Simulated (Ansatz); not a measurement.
# Si (Fd-3m) in Ansatz: further runs

One crystal, Si, is run at these levels: PBE; tasks: single point.

Program: Ansatz 0.2.0. These are calculated values, not measurements. Logs are shortened: lines on timing, memory, paths and dates and some standing lists are left out, and cuts for length are marked.

### 1 The crystal as given

The structure is cubic, space group Fd-3m (No. 227). Conventional cell: a = 5.444 Å, b = 5.444 Å, c = 5.444 Å, α = 90.00°, β = 90.00°, γ = 90.00°. Around Si (site symmetry -43m) lie 4 Si at 2.36 Å.

### 2 Single point, PBE

input.yaml

```yaml
crystal:
  lattice:
    - [0.0, 2.7218511865, 2.7218511865]
    - [2.7218511865, 0.0, 2.7218511865]
    - [2.7218511865, 2.7218511865, 0.0]
  atoms:
    - { symbol: Si, position: [0.5, 0.5, 0.5] }
    - { symbol: Si, position: [0.75, 0.75, 0.75] }
hamiltonian:
  xc: pbe
  pseudopotentials: { kind: paw }
kpoints:
  mp_grid: { grid: [8, 8, 8] }
scf:
  occupations: { method: gaussian, width: 0.021 }
output:
  forces: true
  stress: true
  eigenvalues: true
```

Potentials or basis: Ansatz PAW.

Launch:

```console
ansatz run input.yaml --threads 2 --pin off --max-ram 5632MiB --backend cpu --events-out ev --progress --plain --runs-dir out
```

The log of the run:

```text
Warning: RAYON_NUM_THREADS=2 ignored (pool sized by the plan → 2); use --threads N
Engine: ansatz 0.2.0, x86_64-unknown-linux-gnu
Pseudopotentials: kind: paw
Pseudopotential: Si, paw, valence charge 4, recommended cutoff 420 eV (normal), Si.paw.azcp
Functional definition: PBE
  parameter kappa = 0.804
  parameter beta = 0.06672455060314922
  exchange = pbe_x(kappa = kappa, mu = beta*pi^2/3)
  correlation = pbe_c(beta = beta)
Crystal: 2 atoms, lattice volume = 40.330 Å³
Basis set: ecut = 420 eV, 749 PW (Γ), exchange–correlation on 54×54×54 points (8 copies of the dense FFT grid, shifted against one another)
Bands: 8, of which v1, the nominal top of the filled ones, is band 4 counted from 1 (3 counted from 0)
Symmetry: 48 space group operations
Space group: Fd-3m (ITA 227), of the structure as read, at distance tolerance 3.4e-5 Å
k-points: 29 of 512
Non-local potential: Si, projectors of the file, l = 0: 2, l = 1: 2, l = 2: 2
PAW form: soft (Blöchl's): semilocal exchange-correlation on the pseudo side does not see the compensation charge
PAW one-centre angular grid: Si, 110 points (default); XC on 64 Gauss nodes
Initial density: superposition of atomic densities (neutral atoms: chi_scale 0, normalization atom), corrected by the library's trained network
Initial wavefunctions: pseudopotential atomic-orbital guess
Functional: x = pbe(κ = 0.804, μ = 0.2195149727645171), c = pbe(β = 0.06672455060314922)
SCF iter   1: F=—  HF=-1271.613599 eV  |F-HF|=—  |Δ(HF+E_count)|=         —  Δρ=1.15e-3  dr2=2.91e-4  ethr=1.77e-3  ⟨swp⟩=6.2  Hψ=2104  notcnv=0
preconditioner: auto → none  [insulator: Δε(μ)=0.625 eV  Ē_g=9.448 eV  σ=0.021 eV  W_gap=1.00  n_scr=8 (ndim 8)  ℏωp=16.5 eV  f_vac=0.000  D(μ)=0.00/eV (n_scr^D=0)  ε∞_Penn≈4.1]
SCF iter   2: F=—  HF=-1271.613993 eV  |F-HF|=—  |Δ(HF+E_count)|=   3.94e-4  Δρ=4.75e-4  dr2=4.66e-5  ethr=3.64e-6  ⟨swp⟩=2.1  Hψ=601  notcnv=0
SCF iter   3: F=—  HF=-1271.614035 eV  |F-HF|=—  |Δ(HF+E_count)|=   4.23e-5  Δρ=9.45e-5  dr2=2.26e-6  ethr=5.82e-7  ⟨swp⟩=2.1  Hψ=349  notcnv=0
SCF iter   4: F=—  HF=-1271.614036 eV  |F-HF|=—  |Δ(HF+E_count)|=   1.42e-6  Δρ=2.03e-5  dr2=1.25e-7  ethr=2.83e-8  ⟨swp⟩=2.0  Hψ=348  notcnv=0
iter 5 did not close the SCF: its close was put off for the readings that it lacked (scf_convergence_deferred on its scf_iter line)
SCF iter   5: F=-1271.614036 eV  HF=-1271.614036 eV  |F-HF|=8.26e-10  |Δ(HF+E_count)|=   2.77e-8  Δρ=2.69e-6  dr2=1.34e-9  ethr=1.56e-9  ⟨swp⟩=2.0  Hψ=348  notcnv=0
SCF iter   6: F=-1271.614036 eV  HF=-1271.614036 eV  |F-HF|=5.00e-12  |Δ(HF+E_count)|=  9.92e-10  Δρ=3.43e-7  dr2=2.97e-11  ethr=1.68e-11  ⟨swp⟩=1.1  Hψ=707  notcnv=0
SCF 1 converged in 6 iterations: F = -1271.614036 eV  dr2 = 2.97e-11
SCF converged after 6 iterations
Free energy (F): -1271.614036 eV
Harris-Foulkes:  -1271.614036 eV  (|F-HF|=5.00e-12)
Internal energy: -1271.614036 eV  (E = F + TS)
E sigma→0 (E₀):  -1271.614036 eV
Fermi energy:    6.468165 eV
--- Per-component energies (eV) ---
  E_band       = 8.903282
  E_kinetic    = 80.630221
  E_local      = -55.275743  (includes V_loc(G=0)·N_el)
  E_nonlocal   = 51.928301
  E_hartree    = 15.012102
  E_xc         = -110.333275
  E_vxc        = -93.430936  (∫ρ·V_xc dr)
  E_paw        = -1025.589694  (= ΣΔE_a)
  E_vpaw       = -4.972801  (= ΣTr[D̂ρ^β])
  E_aug_tail   = 0.000012  (compensation charges beyond the density's cutoff)
  E_ewald      = -227.985960
  E_smearing   = -0.000000  (= −TS)
  E_closure    = 0.000000  (closes the sum)
  Σ components = -1271.614036   (vs F -1271.614036, Δ=0.00e0)
--- Forces (eV/Å), atoms counted from 1 ---
  atom   1  Si     0.00000000     0.00000000     0.00000000
  atom   2  Si    -0.00000000     0.00000000     0.00000000
  max |Σ_I F_I| component: 2.78e-17 eV/Å
--- Stress (GPa, compression-positive) ---
        1.342897       0.000000      -0.000000
        0.000000       1.342897      -0.000000
        0.000000      -0.000000       1.342897
  P = ⅓ Tr σ = 1.3429 GPa (13.429 kbar)
--- Band table (eV; the first three rows and the last of 29) ---
  k-point 0: bands = ["-5.7567", "6.1558", "6.1558", "6.1558", "8.7131", "8.7131", "8.7131", "9.4376"]
  k-point 1: bands = ["-5.5538", "4.5593", "5.8688", "5.8688", "8.6346", "9.1346", "9.1346", "10.8017"]
  k-point 2: bands = ["-4.9621", "2.2422", "5.4006", "5.4006", "8.1576", "9.6529", "9.6529", "13.0138"]
  k-point 28: bands = ["-1.4777", "-1.4777", "2.3347", "2.3347", "10.4237", "10.4237", "11.1305", "11.1305"]
```

It took 0.69 s on 2 threads of Intel Xeon at 2.70GHz, shared host; peak memory 0.3 GiB.

What came out:

```yaml
Free_energy: -1271.6140 eV
Pressure: 1.3 GPa
Band_gap_on_the_k_mesh: 0.63 eV, indirect (least direct gap 2.56 eV)
```

### 3 Single point, PBE

input.yaml, as its differences from that of step 2:

```diff
@@ -14,3 +14,3 @@
 scf:
-  occupations: { method: gaussian, width: 0.021 }
+  occupations: { method: gaussian, width: 0.022 }
 output:
@@ -19 +19,5 @@
   eigenvalues: true
+  write_density: true
+  write_potential: true
+  elf: true
+  volumetric_format: npy
```

Potentials or basis: Ansatz PAW.

Launch:

```console
ansatz run input.yaml --threads 2 --pin off --max-ram 5632MiB --backend cpu --events-out ev --progress --plain --runs-dir out
```

It took 0.82 s on 2 threads of Intel Xeon at 2.70GHz, shared host; peak memory 0.3 GiB.

The run converged. Its results:

```yaml
Free_energy: -1271.6140 eV
Pressure: 1.3 GPa
Band_gap_on_the_k_mesh: 0.63 eV, indirect (least direct gap 2.56 eV)
```

Levels at points of the mesh, in eV from the valence-band top:
```csv
k point,band 1,band 2,band 3,band 4,band 5,band 6,band 7,band 8
"(0.00, 0.00, 0.00)",-11.91,0.00,0.00,0.00,2.56,2.56,2.56,3.28
"(0.00, 0.00, -0.50)",-9.60,-6.94,-1.19,-1.19,1.51,3.34,3.34,7.71
"(0.00, -0.50, -0.50)",-7.79,-7.79,-2.83,-2.83,0.72,0.72,10.04,10.04
```

A k mesh can miss the band edges.
